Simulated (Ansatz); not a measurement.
Ir under changes of volume

One of the cells (14.627 Å³/atom); the others are scaled copies at fixed shape and fractional positions:

```
Ir
1.0
     2.75138    0.00000    0.00000
    -1.37569    2.38276    0.00000
     0.00000    0.00000    4.46229
Ir
2
Direct
  0.33333 0.66667 0.25000
  0.66667 0.33333 0.75000
```

This isn't the form of Ir at room conditions, which is fcc.

* Program: Ansatz 0.2.0
* Functional: r2SCAN
* Potentials or basis: Ansatz PAW
* Cutoff: 500 eV (not typed: the program's choice for these potentials)
* k mesh: 11 × 11 × 6
* Occupations: fermi-dirac, width 0.05 eV
* Spin: no spin polarisation

| volume (Å³/atom) | energy over the lowest point (meV/atom) | pressure (GPa) |
| --- | --- | --- |
| 13.749 | 23.17 | 15.3 |
| 14.042 | 3.87 | 6.3 |
| 14.335 | 0.00 | -1.7 |
| 14.627 | ? | ? |
| 14.920 | 31.57 | -14.8 |
| 15.212 | 63.95 | -20.3 |
| 15.505 | 105.64 | -25.0 |

Task: What does the run at 14.627 Å³/atom give?

Result: Energy over the lowest point 9.77 meV/atom; pressure -8.7 GPa.

Worked out: A Birch-Murnaghan fit of order 3 (a polynomial in V^(-2/3)) to the other rows has its minimum at 14.27 Å³/atom with B0 = V·E''(V) = 374 GPa and B' = 5.1 at fixed shape and positions, which overstates the stiffness. It gives 9.78 meV/atom at 14.627 Å³/atom, against the run's 9.77, and -dE/dV = -8.8 GPa, against -8.7.

Energies are extrapolated to zero smearing.

Caveats: the PAW data sets come from PBE, with cores solved anew for the run's functional, which leaves a small shift of forces and pressure.
